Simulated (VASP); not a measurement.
A run of VASP 6.6.1:

The input INCAR:

```
ALGO = Fast ; EDIFF = 1E-6
ENCUT = 520 ; GGA = PE
ISIF = 2 ; ISMEAR = 0
LASPH = T ; LCHARG = T
LELF = T ; LREAL = Auto
LVHAR = T ; LWAVE = F
NBANDS = 57 ; NELM = 80
PREC = Accurate ; SIGMA = 0.05
```

KPOINTS

```
k-points
0
Gamma
  2 2 1
```

The input POSCAR:

```
C19O
1.0
    7.3980000000      0.0000000000      0.0000000000
   -3.6990000000      6.4068560000      0.0000000000
    0.0000000000      0.0000000000     13.0000000000
C O
19 1
Direct
    0.0005725617     -0.0017972934      0.0620856923
    0.2219874626      0.1089019326      0.0620740000
   -0.0011883864      0.3320300940      0.0620788462
    0.2237097887      0.4444833784      0.0620876923
    0.0010823235      0.6671130114      0.0620930000
    0.2214589916      0.7773343119      0.0620549231
    0.3321891834     -0.0012499110      0.0620487692
    0.5570378202      0.1111529586      0.0620225385
    0.3344305124      0.3337858694      0.0620856923
    0.5548016933      0.4439726755      0.0620906154
    0.3339072727      0.6648832126      0.0620836154
    0.5553301965      0.7755992955      0.0620709231
    0.6677472486      0.0004744917      0.0620211538
    0.8881011098      0.1106277400      0.0620573077
    0.6672257671      0.3315042511      0.0620588462
    0.8886331028      0.4422156515      0.0620793846
    0.6654950975      0.6653881405      0.0621012308
    0.8903909523      0.7778370546      0.0621040000
    0.4089422595      0.8319383173      0.3436329231
    0.3153141019      0.6853973306      0.3913767692
```

Potentials or basis: VASP PAW PBE potentials, release 64 (C, O).

The run is started by

```sh
$ cat potpaw_PBE.64/C/POTCAR potpaw_PBE.64/O/POTCAR > POTCAR
$ mpirun -np 1 vasp_std > vasp.out
```

Hardware: 1 thread of Intel(R) Xeon(R) 6975P-C (Granite Rapids), on a shared host.

Task: Estimate the wall time of this run.

Result: Wall time 2.9 min on 1 thread of Intel(R) Xeon(R) 6975P-C (Granite Rapids), with other jobs on the host, peak memory 0.67 GiB. Counts: scf iterations 22, k points 4.
